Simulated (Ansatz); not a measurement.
# Equation of state of barium, fcc

Theory: DFT, revPBE, plane waves (420 eV) with PAW, scalar-relativistic (Ansatz 0.2.0). (PAW data from PBE, frozen cores regenerated.)

The cell is scaled uniformly from the relaxed one, with fractional coordinates and shape fixed. Energies are extrapolated to zero smearing, pressures are those at the given smearing. Magnetic state: spin not included.

| V (Å³/atom) | E − E₀ (meV/atom) | P (GPa) |
| --- | --- | --- |
| 59.849 | 27.8 | 1.18 |
| 62.569 | 11.9 | 0.75 |
| 65.289 | 3.0 | 0.37 |
| 68.010 | 0.0 | 0.04 |
| 70.730 | 2.2 | -0.25 |
| 73.450 | 9.0 | -0.49 |
| 76.171 | 19.6 | -0.70 |

Problem. Fit a third-order Birch-Murnaghan equation.

Solution. V₀ = 68.13 Å³/atom, B₀ = 7.6 GPa, B₀′ = 2.6.
